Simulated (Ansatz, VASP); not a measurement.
# Bi in VASP and in Ansatz

```
Bi
1.0
     3.24813    0.00000    0.01694
     0.00000    3.23013    0.00000
    -0.04699    0.00000    6.30998
Bi
2
Direct
  0.39833 0.00000 0.25002
  0.60167 0.00000 0.74998
```

Alike in both runs: functional PBEsol; k mesh 14 × 14 × 8; occupations gaussian, width 0.1 eV; no spin polarisation.

Ansatz relaxed the structure, and its values are those at the end. VASP's run is a single point on that final structure, the one shown.

|  | VASP | Ansatz |
| --- | --- | --- |
| version | VASP 6.6.1 | Ansatz 0.2.0 |
| potentials or method | VASP PAW PBE potentials, release 64 (Bi_d) | scalar-relativistic, plane waves, PAW |
| plane-wave cutoff (eV) | 520 | 420 |
| valence electrons in the cell | 30 | 30 |

```csv
,VASP,Ansatz,Ansatz less VASP
gap on the k mesh at the Fermi level (eV),none,none,-
pressure (GPa),-0.1,0.0,+0.07
```

A gap of «none» marks a metal or a gap that the smearing closes.

Caveats: the PAW data sets were made with another functional, which shifts forces and pressure a little (VASP); spin-orbit coupling is left out, which moves the levels of the heavy elements.
